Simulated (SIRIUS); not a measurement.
Crystal: ZrC.

```
Zr C
1.0
     0.00000    2.36500    2.36500
     2.36500    0.00000    2.36500
     2.36500    2.36500    0.00000
Zr C
1 1
Direct
  0.50000 0.50000 0.50000
  0.00000 0.00000 0.00000
```

Base run:

```yaml
Program: SIRIUS 7.10.0
Functional: PBE
Potentials_or_basis: PseudoDojo 0.4.1 PBE standard (scalar relativistic)
Cutoff: 1127 eV
Density_cutoff: 4507 eV
k_mesh: 10 × 10 × 10
Occupations: fermi-dirac, width 0.05 eV
Spin: no spin polarisation
Hubbard_terms: Zr d U = 4 eV
```

Its results: band gap on the k mesh none (metal or under the smearing width); pressure 3.0 GPa.

Problem. The run is repeated on the same cell with these changes: hubbard terms from Zr d U = 4 eV to Zr d U = 2 eV. What comes out?

Solution. Band gap on the k mesh none (metal or under the smearing width); pressure -0.1 GPa.

Caveats: U without spin polarisation on a metal has little footing; the U is typed as a test and isn't derived for this compound.
